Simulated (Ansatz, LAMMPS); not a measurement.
# Amorphous TiO2 at 3.05 g/cm^3 (84 atoms): geometry optimisation, part 3 of 4

Wanted: the relaxed structure of amorphous TiO2 at 3.05 g/cm^3 (84 atoms) and its electronic structure.

Ansatz 0.2.0; Kohn-Sham DFT, PBE, PAW (set soft_2), plane waves.

The cell: 28 Ti and 56 O. The quench rate of 50 K/ps far exceeds what a furnace or splat quench reaches. The network of bonds at the start is that of the classical potential that made the cell. Only the Γ point is sampled in the main run, in a cell whose shortest periodic width is 11 Å.

So far. Step 4 (Relaxation): The relaxation changed the energy by -48.4 meV/atom, and atoms moved by 0.38 Å r.m.s., 0.94 Å at most.

### Step 6. Single point at the relaxed geometry

The electronic structure is read at the final geometry, in a run of its own.

input.yaml reads:

```yaml
crystal:
  lattice:
    - [10.6745, 0.0, 0.0]
    - [0.0, 10.6745, 0.0]
    - [0.0, 0.0, 10.6745]
  atoms:
    - { symbol: Ti, position: [0.72035, 0.60175, 0.70563] }
    - { symbol: Ti, position: [0.27172, 0.52254, 0.88015] }
    - { symbol: Ti, position: [0.61185, 0.98206, 0.43302] }
    - { symbol: Ti, position: [0.64266, 0.60336, 0.16155] }
    - { symbol: Ti, position: [0.20241, 0.09511, 0.90665] }
    - { symbol: Ti, position: [0.81579, 0.8291, 0.9345] }
    - { symbol: Ti, position: [0.13083, 0.092, 0.20622] }
    - { symbol: Ti, position: [0.60129, 0.52244, 0.47362] }
    - { symbol: Ti, position: [0.58725, 0.24117, 0.27106] }
    - { symbol: Ti, position: [0.06129, 0.34808, 0.52855] }
    - { symbol: Ti, position: [0.26671, 0.79299, 0.76712] }
    - { symbol: Ti, position: [0.69364, 0.37872, 0.94726] }
    - { symbol: Ti, position: [0.99247, 0.7307, 0.56878] }
    - { symbol: Ti, position: [0.91408, 0.59995, 0.06129] }
    - { symbol: Ti, position: [0.28812, 0.38162, 0.18812] }
    - { symbol: Ti, position: [0.80316, 0.04966, 0.19529] }
    - { symbol: Ti, position: [0.15226, 0.64454, 0.28883] }
    - { symbol: Ti, position: [0.59068, 0.88169, 0.7473] }
    - { symbol: Ti, position: [0.98704, 0.35202, 0.84765] }
    - { symbol: Ti, position: [0.44326, 0.25045, 0.8058] }
    - { symbol: Ti, position: [0.31345, 0.87619, 0.39223] }
    - { symbol: Ti, position: [0.5122, 0.06899, 0.01024] }
    - { symbol: Ti, position: [0.36138, 0.77143, 0.07793] }
    - { symbol: Ti, position: [0.73642, 0.28233, 0.67064] }
    - { symbol: Ti, position: [0.20241, 0.09015, 0.61154] }
    - { symbol: Ti, position: [0.82473, 0.3809, 0.2896] }
    - { symbol: Ti, position: [0.30476, 0.57066, 0.55282] }
    - { symbol: Ti, position: [0.88621, 0.00751, 0.65113] }
    - { symbol: O, position: [0.23408, 0.00441, 0.3057] }
    - { symbol: O, position: [0.07618, 0.22003, 0.89561] }
    - { symbol: O, position: [0.80493, 0.15109, 0.58878] }
    - { symbol: O, position: [0.1638, 0.21462, 0.49997] }
    - { symbol: O, position: [0.80921, 0.95335, 0.05798] }
    - { symbol: O, position: [0.68802, 0.7518, 0.81788] }
    - { symbol: O, position: [0.57199, 0.24265, 0.68992] }
    - { symbol: O, position: [0.96643, 0.06754, 0.24164] }
    - { symbol: O, position: [0.42453, 0.92513, 0.05867] }
    - { symbol: O, position: [0.26259, 0.77024, 0.22278] }
    - { symbol: O, position: [0.44196, 0.47872, 0.50236] }
    - { symbol: O, position: [0.84171, 0.94248, 0.80049] }
    - { symbol: O, position: [0.80347, 0.27968, 0.83302] }
    - { symbol: O, position: [0.75762, 0.69897, 0.06776] }
    - { symbol: O, position: [0.36313, 0.15228, 0.9569] }
    - { symbol: O, position: [0.78034, 0.23662, 0.20422] }
    - { symbol: O, position: [0.94857, 0.72925, 0.94076] }
    - { symbol: O, position: [0.15994, 0.4825, 0.55328] }
    - { symbol: O, position: [0.03493, 0.68138, 0.40778] }
    - { symbol: O, position: [0.61573, 0.65803, 0.58723] }
    - { symbol: O, position: [0.29946, 0.16637, 0.7313] }
    - { symbol: O, position: [0.04645, 0.06237, 0.6727] }
    - { symbol: O, position: [0.88075, 0.63433, 0.65961] }
    - { symbol: O, position: [0.06119, 0.61613, 0.14769] }
    - { symbol: O, position: [0.64856, 0.9454, 0.59817] }
    - { symbol: O, position: [0.56211, 0.14363, 0.40686] }
    - { symbol: O, position: [0.23597, 0.49516, 0.30465] }
    - { symbol: O, position: [0.58509, 2.0e-05, 0.87184] }
    - { symbol: O, position: [0.43883, 0.30791, 0.23137] }
    - { symbol: O, position: [0.31785, 0.61426, 0.71785] }
    - { symbol: O, position: [0.27913, 0.71063, 0.93012] }
    - { symbol: O, position: [0.88681, 0.44903, 0.97478] }
    - { symbol: O, position: [0.95325, 0.3658, 0.3972] }
    - { symbol: O, position: [0.12602, 0.76069, 0.66807] }
    - { symbol: O, position: [0.29751, 0.47063, 0.04415] }
    - { symbol: O, position: [0.6378, 0.44302, 0.10181] }
    - { symbol: O, position: [0.97186, 0.34342, 0.67396] }
    - { symbol: O, position: [0.91393, 0.87862, 0.54339] }
    - { symbol: O, position: [0.67043, 0.37514, 0.36846] }
    - { symbol: O, position: [0.11459, 0.47494, 0.85336] }
    - { symbol: O, position: [0.21624, 0.94749, 0.82174] }
    - { symbol: O, position: [0.74261, 0.96043, 0.32829] }
    - { symbol: O, position: [0.28566, 0.70723, 0.45147] }
    - { symbol: O, position: [0.27677, 0.95253, 0.54286] }
    - { symbol: O, position: [0.60244, 0.10155, 0.15345] }
    - { symbol: O, position: [0.49457, 0.67373, 0.10207] }
    - { symbol: O, position: [0.17143, 0.25864, 0.18555] }
    - { symbol: O, position: [0.83538, 0.53199, 0.21443] }
    - { symbol: O, position: [0.15273, 0.02465, 0.05157] }
    - { symbol: O, position: [0.61504, 0.61564, 0.33033] }
    - { symbol: O, position: [0.71794, 0.44524, 0.59843] }
    - { symbol: O, position: [0.37882, 0.40118, 0.81446] }
    - { symbol: O, position: [0.43157, 0.83693, 0.72923] }
    - { symbol: O, position: [0.48005, 0.88947, 0.37685] }
    - { symbol: O, position: [0.65661, 0.49552, 0.83803] }
    - { symbol: O, position: [0.57058, 0.2521, 0.9399] }
kpoints:
  mp_grid: { grid: [1, 1, 1] }
hamiltonian:
  xc: pbe
scf:
  occupations: { method: fermi_dirac, width: 0.025 }
output:
  forces: true
  stress: true
  populations: true
  dos:
    method: { smearing: { sigma: 0.08 } }
    de: 0.05
    projected: { site_lists: { O: [O], Ti: [Ti] } }
  eigenvalues: true
  write_density: true
  write_potential: true
  volumetric_format: npy
```

Command:

```console
> ansatz run input.yaml --threads 4 --pin off --max-ram 8192MiB --backend cpu --events-out ev --progress --plain --runs-dir out
```

Numbers of over 12 decimals in the logs are rounded to 6 here.

Output:

```text
[...]
Crystal: 84 atoms, lattice volume = 1216.305 Å³
Basis set: ecut = 420 eV, 23847 PW (Γ), exchange–correlation on 144×144×144 points (8 copies of the dense FFT grid, shifted against one another)
Bands: 420, of which v1, the nominal top of the filled ones, is band 336 counted from 1 (335 counted from 0)
Symmetry: 1 space group operations
[...]
k-points: 1
[...]
SCF iter   1: F=—  HF=-101876.844395 eV  |F-HF|=—  |Δ(HF+E_count)|=         —  Δρ=4.04e-3  dr2=1.99e-1  ethr=1.77e-3  ⟨swp⟩=5.0  Hψ=1561  notcnv=0  defer=35
[...]
SCF iter  12: F=-101876.839131 eV  HF=-101876.839131 eV  |F-HF|=3.35e-9  |Δ(HF+E_count)|=   8.28e-8  Δρ=1.92e-6  dr2=6.15e-8  ethr=1.49e-11  ⟨swp⟩=15.0  Hψ=2773  notcnv=0
SCF 1 converged in 12 iterations: F = -101876.839131 eV  dr2 = 6.15e-8
[...]
SCF converged after 12 iterations
Free energy (F): -101876.839131 eV
[...]
Internal energy: -101876.839131 eV  (E = F + TS)
E sigma→0 (E₀):  -101876.839131 eV
Fermi energy:    5.687168 eV
[...]
--- Forces (eV/Å), atoms counted from 1 ---
  atom   1  Ti    -0.00762324     0.01285385     0.01851755
  atom   2  Ti    -0.00264712     0.00617073     0.00619177
  atom   3  Ti     0.00116647    -0.00890345     0.01811074
  atom   4  Ti    -0.00029303    -0.00372939     0.00738943
  atom   5  Ti    -0.00849224    -0.00557926    -0.00017622
  atom   6  Ti     0.00037984    -0.00464396     0.00098244
  atom   7  Ti    -0.00082442     0.00230013     0.00136063
  atom   8  Ti    -0.00225850    -0.00215039     0.00675714
  atom   9  Ti     0.01198922    -0.01023351     0.00243277
  atom  10  Ti    -0.01047835     0.00530538     0.00877387
  atom  11  Ti     0.00534228     0.00282532    -0.01447241
  atom  12  Ti     0.01541389     0.01907816     0.01143741
  atom  13  Ti    -0.01113481    -0.00771902    -0.00372188
  atom  14  Ti     0.03857929     0.01671510    -0.02572712
[...]
atom  83  O      0.00143425    -0.00268383     0.00127417
  atom  84  O     -0.01256368    -0.01315483    -0.00346914
  max |Σ_I F_I| component: 1.11e-4 eV/Å
--- Stress (GPa, compression-positive) ---
        0.015132       0.110388       0.184741
        0.110388       0.549787       0.130942
        0.184741       0.130942       0.801940
  P = ⅓ Tr σ = 0.4556 GPa (4.556 kbar)
--- Band table (eV) ---
[...]
--- Löwdin populations: 84 sites ---
  site symbol       q [e]
     0     Ti     10.6812
     1     Ti     10.6457
     2     Ti     10.6467
[...]
83      O      6.6795
  spilling = 0.003483 (of n_electrons = 672.000000)
```

It took 26 s on 4 threads of Arm Neoverse V1, shared host; peak memory 1.6 GiB.

Read from the output:

| Property | Result |
| --- | --- |
| free energy | -101876.8391 eV |
| free energy per atom | -1212.8195 eV/atom |
| SCF cycles | 12 |
| pressure | 0.4556 GPa |
| r.m.s. force component | 0.00967 eV/Å |
| longest force | 0.04929 eV/Å |
| Fermi energy | 5.687 eV |
| gap (highest filled to lowest empty level) | 2.939 eV |
| spilling of the projection | 0.003483 |

Löwdin charges by element and coordination (they lack the spilled electrons, 0.028 e an atom on average):

| element | coordination | atoms | mean charge (e) | spread | least | most |
| --- | --- | --- | --- | --- | --- | --- |
| O | all | 56 | -0.625 | 0.0431 | -0.724 | -0.549 |
| O | 2 | 39 | -0.602 | 0.0254 | -0.654 | -0.549 |
| O | 3 | 17 | -0.680 | 0.0199 | -0.724 | -0.637 |
| Ti | all | 28 | 1.33 | 0.0128 | 1.31 | 1.36 |
| Ti | 4 | 11 | 1.33 | 0.0127 | 1.32 | 1.35 |
| Ti | 5 | 17 | 1.33 | 0.0129 | 1.31 | 1.36 |

Density of states as counts of states in windows of 1 eV (from the Fermi level), total and the larger projections:

| from (eV) | to (eV) | total | O p | Ti d | O s |
| --- | --- | --- | --- | --- | --- |
| -18 | -17 | 94.3 | 0.2 | 6.8 | 80.6 |
| -17 | -16 | 3.8 | 0.0 | 0.3 | 3.3 |
| -16 | -6 | 0.0 | 0.0 | 0.0 | 0.0 |
| -6 | -5 | 33.8 | 23.5 | 8.2 | 0.1 |
| -5 | -4 | 115.5 | 82.1 | 28.8 | 0.3 |
| -4 | -3 | 72.2 | 58.1 | 11.8 | 0.5 |
| -3 | -2 | 81.7 | 72.2 | 7.6 | 0.5 |
| -2 | -1 | 32.9 | 30.8 | 1.6 | 0.1 |
| -1 | 1 | 0.0 | 0.0 | 0.0 | 0.0 |
| 1 | 2 | 30.2 | 2.2 | 27.1 | 0.3 |
| 2 | 3 | 78.4 | 10.4 | 63.7 | 1.7 |

Between -26 and -18 eV lie 14 more states.

The stored curve holds about 448 of the 672 electrons; the rest, give or take the few that broadening carries across the Fermi level, lie in deeper levels below its range.

The levels nearest the highest filled one (over half full), pooled over k-points and spins:

| level less the highest filled one (eV) | occupation |
| --- | --- |
| -0.291 | 2 |
| -0.253 | 2 |
| -0.230 | 2 |
| -0.193 | 2 |
| -0.0652 | 2 |
| 0 | 2 |
| 2.94 | 0 |
| 2.98 | 0 |
| 3.07 | 0 |
| 3.08 | 0 |
| 3.12 | 0 |
| 3.18 | 0 |

Valence density in the bc plane at fractional x = 0.279, with atoms of Ti and O within 0.2 Å of it. It is the smooth field of the valence electrons, not physical close to the nuclei.

Ten even steps from '_' (0.0 e/Å³) to '@' (9.2 e/Å³), each cell a mean:
```
____________________________....________::==--______________
____________________________::====..__..==##++..____________
____________________________==@@@@==____::--::______________
____________________________--##**::__________..________..__
______________________________....__________::****::____..__
______..--==::____________________......____==@@@@==________
______..==**--____________________::----..__..====..________
________..::..____________________..::..____________________
____________________________________________________________
..______________________________--==::________________..::::
::____________________________..**%%++..______________--****
..______________________________--++--........________::++==
______________________________________..==**==..______....__
______________________________________..==**--..__::==--____
________________________________________......____==##++..__
..__________________________....__________________..--::....
--..______________________..::--..________________________::
..____________________..........____________::--::________..
____________________==##**::______________..==**==__________
__________________..**@@%%--________________::--..__________
____________________::==--..________________________________
__________________________..::..____________________________
________________________..==**--____________________________
__________________________--==::____________________________
```
Columns run along b (10.7 Å), rows up along c (10.7 Å). Atoms in or near the plane, at fractional coordinates: Ti at (0.52, 0.88), Ti at (0.79, 0.77), Ti at (0.38, 0.19), O at (0.77, 0.22), O at (0.71, 0.93), O at (0.47, 0.04), O at (0.71, 0.45), O at (0.95, 0.54).

Electrostatic potential energy in the bc plane at fractional x = 0.279, with atoms of Ti and O within 0.2 Å of it. With pseudopotentials it is smooth inside the atoms' cores, unlike the true potential.

Ten even steps from '_' (-34 eV) to '@' (11 eV), each cell a mean:
```
%%%%######%%@@@@@@@@@@@@@@%%**++**##%%%%--..::##@@@@@@@@@@@@
%%**++==**%%%%@@@@@@@@@@%%**--....--****______++@@@@@@@@@@@@
%%**++==**%%%%@@@@@@@@@@%%++______..++##==..--##%%%%@@@@@@@@
%%%%######%%@@@@@@@@@@@@%%++..____::**%%%%##**====**%%%%##%%
@@@@%%%%####%%@@@@@@@@@@@@%%**====**##%%%%**::____::**####%%
@@@@@@##..__==%%@@@@@@@@@@@@%%%%%%**==++%%++..______++%%@@@@
@@@@%%++____::%%@@@@@@@@@@@@@@@@%%==__..##**--....::**%%@@@@
%%%%####====##@@@@@@@@@@@@@@@@@@%%**--++%%%%##++++##%%@@@@@@
%%**++++**%%@@@@@@@@@@@@@@@@%%##**++**##%%@@@@%%%%@@@@@@@@@@
##**====**%%@@@@@@@@@@@@@@@@##==....::++%%@@@@@@@@@@@@##====
==####**##%%@@@@@@@@@@@@@@%%##::______--##@@@@@@@@@@%%::____
**%%%%%%@@@@@@@@@@@@@@@@@@@@##==..__::++**++##@@@@%%%%--____
@@@@@@@@@@@@@@@@@@@@@@@@@@@@%%##**++****____..**##**++++**##
@@@@@@@@@@@@@@@@@@@@@@@@@@@@@@@@%%%%%%##..__..**++......==%%
@@@@@@@@@@@@@@@@@@@@@@@@@@@@@@@@@@@@@@@@##**####==______--##
++##@@@@@@@@@@@@@@@@@@@@@@%%**++%%@@@@@@@@@@@@%%**::..::++**
..++@@@@@@@@@@@@@@@@%%%%%%##::..**@@@@%%@@@@%%%%%%##**####--
**%%@@@@@@@@@@@@%%##++--==**++++%%@@@@%%@@##--..==%%@@@@@@##
@@@@@@@@@@@@@@@@%%++..____::**%%@@@@@@@@@@**____..%%@@@@@@@@
@@@@@@@@@@@@@@@@##==______::**%%@@@@@@@@@@%%--::==%%@@@@@@@@
@@@@@@@@@@@@@@@@%%**::....==##@@@@@@@@@@%%%%######%%@@@@@@@@
@@@@@@@@@@@@@@@@@@%%##****==--**@@@@@@@@%%##**++**##%%@@@@@@
@@@@@@@@@@@@@@@@@@@@@@@@**____..%%@@@@@@%%##**++**##%%@@@@@@
@@@@@@%%@@@@@@@@@@@@@@@@##::__--%%@@@@@@%%######%%%%@@@@@@@@
```
Columns run along b (10.7 Å; values clipped at the 3rd and 97th percentile), rows up along c (10.7 Å). Atoms in or near the plane, at fractional coordinates: Ti at (0.52, 0.88), Ti at (0.79, 0.77), Ti at (0.38, 0.19), O at (0.77, 0.22), O at (0.71, 0.93), O at (0.47, 0.04), O at (0.71, 0.45), O at (0.95, 0.54).

Mean Löwdin charges: O -0.63, Ti +1.33 e (they miss 0.35 % of the electrons, so they add up to more than the cell's charge). The largest share in the top eV of filled states is O p (93 % of the projected weight), and in the lowest eV of empty states Ti d (88 % of the projected weight).

A closer look about O60, whose charge lies farthest from its element's mean: 13 atoms, nearest first, numbered in the order of the input, with positions taken from that point.

| atom | x | y | z | distance (Å) | bonds | Löwdin charge (e) |
| --- | --- | --- | --- | --- | --- | --- |
| O60 | 0.00 | 0.00 | 0.00 | 0.00 | 3 | -0.72 |
| Ti14 | 0.29 | 1.61 | 0.92 | 1.88 | 5 | 1.34 |
| Ti19 | 1.07 | -1.04 | -1.36 | 2.01 | 5 | 1.36 |
| Ti12 | -2.06 | -0.75 | -0.29 | 2.21 | 5 | 1.31 |
| O41 | -0.89 | -1.81 | -1.51 | 2.52 | 3 | -0.68 |
| O76 | -0.55 | 0.89 | 2.56 | 2.76 | 3 | -0.66 |
| O68 | 2.43 | 0.28 | -1.30 | 2.77 | 2 | -0.58 |
| O83 | -2.46 | 0.50 | -1.46 | 2.90 | 2 | -0.59 |
| O64 | -2.66 | -0.06 | 1.36 | 2.98 | 2 | -0.64 |
| O45 | 0.66 | 2.99 | -0.36 | 3.08 | 2 | -0.56 |
| O42 | -1.38 | 2.67 | 0.99 | 3.16 | 3 | -0.67 |
| O52 | 1.86 | 1.78 | 1.85 | 3.17 | 2 | -0.59 |
| O30 | 2.02 | -2.44 | -0.85 | 3.28 | 2 | -0.60 |

The column of bonds counts only the pairs O-Ti within 2.64 Å; other neighbours, such as metal atoms beside each other in a compound, aren't counted, and periodic images can show an atom twice.

### Step 7. K-mesh 2×2×2

Large cells are often run on few k-points; this run checks whether the reference had enough.

input.yaml: that of step 6 with these lines changed.

```diff
@@ -8,3 +8,3 @@
 kpoints:
-  mp_grid: { grid: [1, 1, 1] }
+  mp_grid: { grid: [2, 2, 2] }
 hamiltonian:
@@ -22,4 +22 @@
   eigenvalues: true
-  write_density: true
-  write_potential: true
-  volumetric_format: npy
```

Output:

```text
[...]
Crystal: 84 atoms, lattice volume = 1216.305 Å³
Basis set: ecut = 420 eV, 23847 PW (Γ), exchange–correlation on 144×144×144 points (8 copies of the dense FFT grid, shifted against one another)
Bands: 420, of which v1, the nominal top of the filled ones, is band 336 counted from 1 (335 counted from 0)
Symmetry: 1 space group operations
[...]
k-points: 8
[...]
SCF iter   1: F=—  HF=-101876.811815 eV  |F-HF|=—  |Δ(HF+E_count)|=         —  Δρ=3.98e-3  dr2=1.91e-1  ethr=1.77e-3  ⟨swp⟩=5.0  Hψ=12451  notcnv=0  defer=280
[...]
SCF iter  11: F=—  HF=-101876.807520 eV  |F-HF|=—  |Δ(HF+E_count)|=   1.92e-7  Δρ=3.40e-6  dr2=1.80e-7  ethr=9.03e-11  ⟨swp⟩=2.0  Hψ=4143  notcnv=0  defer=606
SCF iter  12: F=-101876.807520 eV  HF=-101876.807520 eV  |F-HF|=4.13e-9  |Δ(HF+E_count)|=   8.06e-8  Δρ=1.90e-6  dr2=5.99e-8  ethr=1.49e-11  ⟨swp⟩=10.8  Hψ=13665  notcnv=0
SCF 1 converged in 12 iterations: F = -101876.807520 eV  dr2 = 5.99e-8
[...]
SCF converged after 12 iterations
Free energy (F): -101876.807520 eV
[...]
Internal energy: -101876.807520 eV  (E = F + TS)
E sigma→0 (E₀):  -101876.807520 eV
Fermi energy:    5.677648 eV
[...]
Σ components = -101876.807520   (vs F -101876.807520, Δ=0.00e0)
--- Forces (eV/Å), atoms counted from 1 ---
  atom   1  Ti    -0.01162274     0.01716326     0.01673182
  atom   2  Ti    -0.00941036    -0.00934727     0.01804092
  atom   3  Ti     0.01430926     0.01076661     0.04010456
  atom   4  Ti     0.00148870     0.00743745    -0.01122539
[...]
atom  84  O     -0.01999843    -0.02697226     0.02042891
  max |Σ_I F_I| component: 1.06e-4 eV/Å
--- Stress (GPa, compression-positive) ---
        0.017941       0.110477       0.179461
        0.110477       0.541912       0.133062
        0.179461       0.133062       0.802753
  P = ⅓ Tr σ = 0.4542 GPa (4.542 kbar)
--- Band table (eV; the first three rows and the last of 8) ---
[...]
--- Löwdin populations: 84 sites ---
  site symbol       q [e]
     0     Ti     10.6805
     1     Ti     10.6448
     2     Ti     10.6467
[...]
83      O      6.6802
  spilling = 0.003481 (of n_electrons = 672.000000)
```

Elapsed: 3.8 min, on 4 threads; peak memory 6.3 GiB; 15 min of CPU time.

The program notes that it cut back its work space to fit the memory limit.

Geometry and reference: those of the single point at the relaxed geometry.

Forces differ from those of the single point at the relaxed geometry by 9.2 meV/Å r.m.s.; the energy by +0.38 meV/atom and the gap by -0.024 eV. It took 3.8 min and 12 cycles; the reference's time can't be set against it, since the two runs asked for unlike analyses.

(Continued in part 4 of 4.)

[Logs are printed without paths, hosts, clocks, repeated set-up lines and the standing remarks that a program may print on its own settings, such as how far it seeks lower states.]

[Hosts, paths, dates, database ids (printed as entryN), source tags and the programs' standing remarks are cut or masked in the printed files.]
